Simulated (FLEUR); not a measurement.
# In (R-3m) in FLEUR: notebook

Runs on In. Level: LDA. Tasks: band structure, equation of state.

Program: FLEUR MaX-R8.1 (later development tree). These are calculated values, not measurements. Logs are shortened: lines on timing, memory, paths and dates and some standing lists are left out, and cuts for length are marked.

## 1. The structure

The structure is trigonal, space group R-3m (No. 166). The conventional cell has a = 3.339 Å, b = 3.339 Å, c = 24.622 Å, α = 90.00°, β = 90.00°, γ = 120.00°. In (site symmetry 3m) has 12 In at 3.34 to 3.35 Å as nearest neighbours. Around In (site symmetry -3m) lie 12 In at 3.34 to 3.35 Å.

This isn't the form of In at room conditions, which is tetragonal.

## 2. Band structure, LDA

Input file inp.xml:

```xml
<?xml version="1.0" encoding="UTF-8" standalone="no"?>
<fleurInput fleurInputVersion="0.39">
   <comment>
      In                                                                                                  
   </comment>
   <calculationSetup>
      <cutoffs Kmax="4.1" Gmax="12.7" GmaxXC="12.7" numbands="0"/>
      <scfLoop itmax="60" minDistance="0.00001" maxIterBroyd="15" imix="Anderson" alpha="0.05" precondParam="0.0" spinf="2.0" sdNocoIR="T"/>
      <coreElectrons ctail="T" frcor="F" kcrel="0" coretail_lmax="0"/>
      <xcFunctional name="vwn" relativisticCorrections="F"/>
      <magnetism jspins="1"/>
      <soc l_soc="F" theta="0.0" phi="0.0" spav="F"/>
      <expertModes spex="0" secvar="F"/>
      <geometryOptimization l_f="F" forcealpha="1.0" forcemix="BFGS" epsdisp="0.00001" epsforce="0.00001"/>
      <ldaU l_linMix="F" mixParam="0.05" spinf="1.0"/>
   </calculationSetup>
   <cell>
      <bzIntegration valenceElectrons="63.0" mode="hist" fermiSmearingEnergy="0.00183747">
         <kPointListSelection listName="default-1"/>
         <!-- k-points included here -->
         <xi:include xmlns:xi="http://www.w3.org/2001/XInclude" href="kpts.xml"> </xi:include>
      </bzIntegration>
      <!-- symmetry operations included here -->
      <xi:include xmlns:xi="http://www.w3.org/2001/XInclude" href="sym.xml"> </xi:include>
      <bulkLattice scale="1.0">
         <bravaisMatrix>
            <row-1>    3.1551563109229988     1.8216303454223248    15.5098577202194203</row-1>
            <row-2>   -3.1551563109229988     1.8216303454223248    15.5098577202194203</row-2>
            <row-3>    0.0000000000000000    -3.6432606908446497    15.5098577202194203</row-3>
         </bravaisMatrix>
      </bulkLattice>
   </cell>
   <atomSpecies>
      <species name="Indium (In)" element="In" atomicNumber="49">
         <mtSphere radius="2.66" gridPoints="879" logIncrement="0.015"/>
         <atomicCutoffs lmax="10" lnonsphr="10"/>
         <electronConfig flipSpins="F">
            <coreConfig>(1s1/2) (2s1/2) (2p1/2) (2p3/2) (3s1/2) (3p1/2) (3p3/2) (3d3/2) (3d5/2)</coreConfig>
            <valenceConfig>(4s1/2) (4p1/2) (4p3/2) (5s1/2) (4d3/2) (4d5/2) (5p1/2) (5p3/2)</valenceConfig>
            <stateOccupation state="(5p1/2)" spinUp="0.166667" spinDown="0.166667"/>
            <stateOccupation state="(5p3/2)" spinUp="0.333333" spinDown="0.333333"/>
         </electronConfig>
         <energyParameters s="5" p="5" d="4" f="4"/>
         <lo type="SCLO" l="0" n="4" eDeriv="0"/>
         <lo type="SCLO" l="1" n="4" eDeriv="0"/>
         <lo type="SCLO" l="1" n="4" eDeriv="1"/>
         <lo type="SCLO" l="2" n="4" eDeriv="2"/>
         <lo type="SCLO" l="3" n="4" eDeriv="2"/>
      </species>
   </atomSpecies>
   <atomGroups>
      <atomGroup species="Indium (In)">
         <relPos label="                   1">.2219877600 .2219877600 .2219877600</relPos>
         <relPos label="                   2">-.2219877600 -.2219877600 -.2219877600</relPos>
         <force calculate="T" relaxXYZ="TTT"/>
      </atomGroup>
      <atomGroup species="Indium (In)">
         <relPos label="                   3">.0000000000 .0000000000 .0000000000</relPos>
         <force calculate="T" relaxXYZ="TTT"/>
      </atomGroup>
   </atomGroups>
   <output dos="F" band="F" slice="F">
      <checks vchk="F" cdinf="F"/>
      <bandDOS minEnergy="-.5*Htr" maxEnergy="0.5*Htr" sigma="0.015" storeEVData="T"/>
      <vacuumDOS vacdos="F" integ="F" star="F" nstars="0" locx1="0.0" locy1="0.0" locx2="0.0" locy2="0.0" nstm="0" tworkf="0.0"/>
      <unfoldingBand unfoldBand="F" supercellX="1" supercellY="1" supercellZ="1"/>
      <plotting iplot="0" polar="F">
         <plot TwoD="T" vec1="  1.0  0.0  0.0" vec2="  0.0  1.0  0.0" vec3="  0.0  0.0  1.0" zero="  0.0  0.0  0.0" file="plot"/>
      </plotting>
      <chargeDensitySlicing numkpt="0" minEigenval="0.0" maxEigenval="0.0" nnne="0" pallst="F"/>
      <specialOutput eonly="F"/>
      <moessbauerParams electricFieldGradient="T" isomerShift="T" coreHyperfine="T" valenceHyperfine="T"/>
      <magneticCircularDichroism mcd="F" energyLo="-10.0" energyUp="0.0"/>
   </output>
  <!-- We include the file relax.xml here to enable relaxations (see documentation) -->
  <xi:include xmlns:xi="http://www.w3.org/2001/XInclude" href="relax.xml"> <xi:fallback/> </xi:include>
</fleurInput>
```

Input file crystal.txt:

```
In
&input cartesian=F /
1.6696368166  0.9639652655  8.2074632500
-1.6696368166  0.9639652655  8.2074632500
0.0000000000  -1.9279305310  8.2074632500
1.8897261246
1.0 1.0 1.0

3
49 0.2219877600  0.2219877600  0.2219877600
49 0.7780122400  0.7780122400  0.7780122400
49 0.0000000000  0.0000000000  0.0000000000

&kpt div1=9 div2=9 div3=9 gamma=T /
```

Input file inp.xml (bands):

```
<?xml version="1.0" encoding="UTF-8" standalone="no"?>
<fleurInput fleurInputVersion="0.39">
   <comment>
      In                                                                                                  
   </comment>
   <calculationSetup>
      <cutoffs Kmax="4.1" Gmax="12.7" GmaxXC="12.7" numbands="0"/>
      <scfLoop itmax="60" minDistance="0.00001" maxIterBroyd="15" imix="Anderson" alpha="0.05" precondParam="0.0" spinf="2.0" sdNocoIR="T"/>
      <coreElectrons ctail="T" frcor="F" kcrel="0" coretail_lmax="0"/>
      <xcFunctional name="vwn" relativisticCorrections="F"/>
      <magnetism jspins="1"/>
      <soc l_soc="F" theta="0.0" phi="0.0" spav="F"/>
      <expertModes spex="0" secvar="F"/>
      <geometryOptimization l_f="F" forcealpha="1.0" forcemix="BFGS" epsdisp="0.00001" epsforce="0.00001"/>
      <ldaU l_linMix="F" mixParam="0.05" spinf="1.0"/>
   </calculationSetup>
   <cell>
      <bzIntegration valenceElectrons="63.0" mode="hist" fermiSmearingEnergy="0.00183747">
         <kPointListSelection listName="path-1"/>
         <!-- k-points included here -->
         <xi:include xmlns:xi="http://www.w3.org/2001/XInclude" href="kpts.xml"> </xi:include>
      </bzIntegration>
      <!-- symmetry operations included here -->
      <xi:include xmlns:xi="http://www.w3.org/2001/XInclude" href="sym.xml"> </xi:include>
      <bulkLattice scale="1.0">
         <bravaisMatrix>
            <row-1>    3.1551563109229988     1.8216303454223248    15.5098577202194203</row-1>
            <row-2>   -3.1551563109229988     1.8216303454223248    15.5098577202194203</row-2>
            <row-3>    0.0000000000000000    -3.6432606908446497    15.5098577202194203</row-3>
         </bravaisMatrix>
      </bulkLattice>
   </cell>
   <atomSpecies>
      <species name="Indium (In)" element="In" atomicNumber="49">
         <mtSphere radius="2.66" gridPoints="879" logIncrement="0.015"/>
         <atomicCutoffs lmax="10" lnonsphr="10"/>
         <electronConfig flipSpins="F">
            <coreConfig>(1s1/2) (2s1/2) (2p1/2) (2p3/2) (3s1/2) (3p1/2) (3p3/2) (3d3/2) (3d5/2)</coreConfig>
            <valenceConfig>(4s1/2) (4p1/2) (4p3/2) (5s1/2) (4d3/2) (4d5/2) (5p1/2) (5p3/2)</valenceConfig>
            <stateOccupation state="(5p1/2)" spinUp="0.166667" spinDown="0.166667"/>
            <stateOccupation state="(5p3/2)" spinUp="0.333333" spinDown="0.333333"/>
         </electronConfig>
         <energyParameters s="5" p="5" d="4" f="4"/>
         <lo type="SCLO" l="0" n="4" eDeriv="0"/>
         <lo type="SCLO" l="1" n="4" eDeriv="0"/>
         <lo type="SCLO" l="1" n="4" eDeriv="1"/>
         <lo type="SCLO" l="2" n="4" eDeriv="2"/>
         <lo type="SCLO" l="3" n="4" eDeriv="2"/>
      </species>
   </atomSpecies>
   <atomGroups>
      <atomGroup species="Indium (In)">
         <relPos label="                   1">.2219877600 .2219877600 .2219877600</relPos>
         <relPos label="                   2">-.2219877600 -.2219877600 -.2219877600</relPos>
         <force calculate="T" relaxXYZ="TTT"/>
      </atomGroup>
      <atomGroup species="Indium (In)">
         <relPos label="                   3">.0000000000 .0000000000 .0000000000</relPos>
         <force calculate="T" relaxXYZ="TTT"/>
      </atomGroup>
   </atomGroups>
   <output dos="F" band="T" slice="F">
      <checks vchk="F" cdinf="F"/>
      <bandDOS minEnergy="-.5*Htr" maxEnergy="0.5*Htr" sigma="0.015" storeEVData="T"/>
      <vacuumDOS vacdos="F" integ="F" star="F" nstars="0" locx1="0.0" locy1="0.0" locx2="0.0" locy2="0.0" nstm="0" tworkf="0.0"/>
      <unfoldingBand unfoldBand="F" supercellX="1" supercellY="1" supercellZ="1"/>
      <plotting iplot="0" polar="F">
         <plot TwoD="T" vec1="  1.0  0.0  0.0" vec2="  0.0  1.0  0.0" vec3="  0.0  0.0  1.0" zero="  0.0  0.0  0.0" file="plot"/>
      </plotting>
      <chargeDensitySlicing numkpt="0" minEigenval="0.0" maxEigenval="0.0" nnne="0" pallst="F"/>
      <specialOutput eonly="F"/>
      <moessbauerParams electricFieldGradient="T" isomerShift="T" coreHyperfine="T" valenceHyperfine="T"/>
      <magneticCircularDichroism mcd="F" energyLo="-10.0" energyUp="0.0"/>
   </output>
  <!-- We include the file relax.xml here to enable relaxations (see documentation) -->
  <xi:include xmlns:xi="http://www.w3.org/2001/XInclude" href="relax.xml"> <xi:fallback/> </xi:include>
</fleurInput>
```

Potentials or basis: all-electron, FLAPW.

The run is started by

```console
$ inpgen -f crystal.txt -profile fastHighL
$ # inp.xml edited to the form shown
$ fleur_MPI
$ fleur_MPI   # second run, on inp.xml (bands)
```

The log of the run:

```text
Welcome to FLEUR        (www.flapw.de)
      MaX-Release 8.1          (www.max-centre.eu)

 ========== k-point set info ==========
 Selected k-point list: default-1
 k-point list type: mesh
 9 x 9 x 9
 Number of k points: 85

 ------------Calculation Setup---------------------------
 Number of MPI-tasks      :            1
 Number of PE/node        :            1
 Number of OMP-threads    :            1
 Most efficient MPI parallelization for:
           1           5          17          85
 Additional eigenvalue parallelization possible
 Number of basis functions:          749
 Approximate size of matrices (H+S) per k-point:         0.008 GB
 --------------------------------------------------------
 Iteration:     1   Distance:       4.27152924 me/bohr^3
 Iteration:     2   Distance:       3.94981941 me/bohr^3
 Iteration:     3   Distance:       1.77880449 me/bohr^3
 Iteration:     4   Distance:       0.47472483 me/bohr^3
 Iteration:     5   Distance:       0.20852811 me/bohr^3
 Iteration:     6   Distance:       0.12761713 me/bohr^3
 Iteration:     7   Distance:       0.03625065 me/bohr^3
 Iteration:     8   Distance:       0.03003397 me/bohr^3
 Iteration:     9   Distance:       0.00825165 me/bohr^3
 Iteration:    10   Distance:       0.00065106 me/bohr^3
 Iteration:    11   Distance:       0.00055382 me/bohr^3
 Iteration:    12   Distance:       0.00013263 me/bohr^3
 Iteration:    13   Distance:       0.00001601 me/bohr^3
 Iteration:    14   Distance:       0.00001262 me/bohr^3
 Iteration:    15   Distance:       0.00000143 me/bohr^3

 ********************************************************************
 Run finished successfully
 Stop message:
   all done
 ********************************************************************
```

output (bands):

```text
Welcome to FLEUR        (www.flapw.de)
      MaX-Release 8.1          (www.max-centre.eu)

 ========== k-point set info ==========
 Selected k-point list: path-1
 k-point list type: path
 Number of k points: 60

 ------------Calculation Setup---------------------------
 Number of MPI-tasks      :            1
 Number of PE/node        :            1
 Number of OMP-threads    :            1
 Most efficient MPI parallelization for:
           1           2           3           4           5           6          10          12          15          20          30          60
 Additional eigenvalue parallelization possible
 Number of basis functions:          743
 Approximate size of matrices (H+S) per k-point:         0.008 GB
 --------------------------------------------------------
 Fermi energy correction for metals:
 Fermi energy in bands.* files may not be consistent with last density.
 Please correct it manually (e.g. in band.gnu file).

 Note: Band structure data (together with different weights) is also stored in the banddos.hdf file.
       A convenient way of extracting and plotting the data from that file is by making use of the

 ********************************************************************
 Run finished successfully
 Stop message:
   Charge density postprocessing done.
 ********************************************************************
```

out.xml (last iteration):

```text
<iteration numberForCurrentRun="   15" overallNumber="   15">
         <energyParameters units="Htr">
            <atomicEP atomType="1" spin="1" branch="5s" branchLowest="-3.99" branchHighest="0.81" value="0.0408159465"/>
            <atomicEP atomType="1" spin="1" branch="5p" branchLowest="-2.46" branchHighest="1.42" value="0.2360882696"/>
            <atomicEP atomType="1" spin="1" branch="4d" branchLowest="-15.50" branchHighest="-0.24" value="-0.2771316459"/>
            <atomicEP atomType="1" spin="1" branch="4f" branchLowest="-9.99" branchHighest="1.89" value="0.5749538941"/>
            <loAtomicEP atomType="1" spin="1" branch="4s" branchLowest="-28.51" branchHighest="-3.99" value="-3.9883148168"/>
            <loAtomicEP atomType="1" spin="1" branch="4p" branchLowest="-23.42" branchHighest="-2.46" value="-2.4735732563"/>
            <loAtomicEP atomType="1" spin="1" branch="4p" branchLowest="-23.42" branchHighest="-2.46" value="-2.4735732563"/>
            <loAtomicEP atomType="1" spin="1" branch="4d" branchLowest="-15.50" branchHighest="-0.24" value="-0.2876793030"/>
            <loAtomicEP atomType="1" spin="1" branch="4f" branchLowest="-9.99" branchHighest="1.89" value="0.5749560120"/>
            <atomicEP atomType="2" spin="1" branch="5s" branchLowest="-3.99" branchHighest="0.81" value="0.0405304242"/>
            <atomicEP atomType="2" spin="1" branch="5p" branchLowest="-2.46" branchHighest="1.42" value="0.2358816776"/>
            <atomicEP atomType="2" spin="1" branch="4d" branchLowest="-15.50" branchHighest="-0.24" value="-0.2775273934"/>
            <atomicEP atomType="2" spin="1" branch="4f" branchLowest="-9.99" branchHighest="1.89" value="0.5748013905"/>
            <loAtomicEP atomType="2" spin="1" branch="4s" branchLowest="-28.51" branchHighest="-3.99" value="-3.9886852897"/>
            <loAtomicEP atomType="2" spin="1" branch="4p" branchLowest="-23.42" branchHighest="-2.46" value="-2.4739512538"/>
            <loAtomicEP atomType="2" spin="1" branch="4p" branchLowest="-23.42" branchHighest="-2.46" value="-2.4739512538"/>
            <loAtomicEP atomType="2" spin="1" branch="4d" branchLowest="-15.50" branchHighest="-0.24" value="-0.2880748586"/>
            <loAtomicEP atomType="2" spin="1" branch="4f" branchLowest="-9.99" branchHighest="1.89" value="0.5748035073"/>
         </energyParameters>
         <eigenvalues>
            <eigenvaluesAt spin="1" ikpt="1" k_x="0.00000000" k_y="0.00000000" k_z="0.00000000">
[... 100 lines left out ...]
               <shell n="3" l="2" isomerShift="0.00001"/>
            </coreIsomerShift>
            <isomerShift atomType="1" nucleusRadius="0.0001148" averageDensity="177003.02531"/>
            <isomerShift atomType="2" nucleusRadius="0.0001148" averageDensity="177003.33769"/>
            <electricFieldGradient atomType="1" VXX="0.02327" VYY="0.02327" VZZ="-0.04653" asymParam="0.00000">
            </electricFieldGradient>
            <electricFieldGradient atomType="2" VXX="-0.03080" VYY="-0.03080" VZZ="0.06160" asymParam="0.00000">
            </electricFieldGradient>
         </moessbauerParams>
         <totalEnergy                                    value="   -17634.3395676737" units="Htr">
            <sumOfEigenvalues                            value="   -10613.1494289555">
               <coreElectrons value="-10537.0112029623"/>
               <valenceElectrons value="-76.1382259931"/>
            </sumOfEigenvalues>
            <densityCoulombPotentialIntegral value="-28519.0321365757"/>
            <densityEffectivePotentialIntegral value="-29134.8676730036"/>
            <chargeDenXCDenIntegral value="-464.4208025312"/>
            <FockExchangeEnergyValence value="0.0000000000"/>
            <FockExchangeEnergyCore value="0.0000000000"/>
            <atomTypeDependentContributions atomType="1">
               <electronNucleiInteractionDifferentMTs value="14247.8371654868"/>
               <MadelungTerm value="-40.2485370305"/>
            </atomTypeDependentContributions>
            <atomTypeDependentContributions atomType="2">
               <electronNucleiInteractionDifferentMTs value="7123.9050327809"/>
               <MadelungTerm value="-20.1302056047"/>
            </atomTypeDependentContributions>
            <tkbTimesEntropy value="0.0005187842"/>
            <freeEnergy value="-17634.3400864579"/>
            <extrapolationTo0K value="-17634.3398270658"/>
         </totalEnergy>
         <densityConvergence units="me/bohr^3">
            <chargeDensity spin="1" distance="0.0000014256"/>
         </densityConvergence>
      </iteration>
```

It took 5.7 min on 1 thread of Arm Neoverse V2, shared host; peak memory 0.17 GiB.

Results:

```
Free energy                                           : -479854.8393 eV
Band gap along the path                               : none (metal or under the smearing width)
Valence electrons inside the program's atomic spheres : In 19.44 (radii In 2.66 bohr)
```

Levels at the corners of the path, in eV from the Fermi level:
```csv
point,band 27,band 28,band 29,band 30,band 31,band 32,band 33,band 34,band 35,band 36
Γ,-14.23,-9.50,-7.06,-7.04,0.49,0.51,8.66,8.66,8.73,8.73
L,-14.16,-4.81,-4.18,-3.07,-2.70,-1.13,-1.07,3.27,4.07,4.70
B1,-14.19,-3.20,-3.19,-2.95,-1.63,-0.83,-0.65,0.76,0.80,1.74
B,-14.19,-3.20,-3.19,-2.95,-1.63,-0.83,-0.65,0.76,0.80,1.74
Z,-14.19,-8.90,-8.89,-4.43,-3.31,5.76,5.81,8.24,8.24,9.62
Γ,-14.23,-9.50,-7.06,-7.04,0.49,0.51,8.66,8.66,8.73,8.73
X,-14.20,-3.26,-3.17,-2.81,-1.46,-1.33,-0.07,-0.02,1.39,1.45
Q,-14.20,-3.26,-3.17,-2.81,-1.46,-1.33,-0.07,-0.02,1.39,1.45
F,-14.16,-4.55,-4.28,-3.51,-2.99,-0.41,-0.37,1.90,3.39,4.01
P1,-14.16,-4.58,-4.30,-3.79,-2.38,-1.05,-0.01,1.51,4.09,4.21
Z,-14.19,-8.90,-8.89,-4.43,-3.31,5.76,5.81,8.24,8.24,9.62
L,-14.16,-4.81,-4.18,-3.07,-2.70,-1.13,-1.07,3.27,4.07,4.70
P,-14.16,-4.58,-4.30,-3.79,-2.38,-1.05,-0.01,1.51,4.09,4.21
```

Core levels (eV from the Fermi level):
| atom | levels |
| --- | --- |
| 1 In | 1s1/2 -27699.7, 2s1/2 -4143.7, 2p1/2 -3866.1, 2p3/2 -3655.5, 3s1/2 -782.3, 3p1/2 -670.2, 3p3/2 -632.1, 3d3/2 -433.0, 3d5/2 -425.2 |
| 2 In | 1s1/2 -27699.7, 2s1/2 -4143.7, 2p1/2 -3866.1, 2p3/2 -3655.5, 3s1/2 -782.3, 3p1/2 -670.2, 3p3/2 -632.1, 3d3/2 -433.0, 3d5/2 -425.2 |
| 3 In | 1s1/2 -27699.7, 2s1/2 -4143.7, 2p1/2 -3866.1, 2p3/2 -3655.6, 3s1/2 -782.3, 3p1/2 -670.2, 3p3/2 -632.1, 3d3/2 -433.0, 3d5/2 -425.2 |

Caveat: spin-orbit coupling is left out, which moves the levels of the heavy elements.

(Continued in part 2 of 2.)
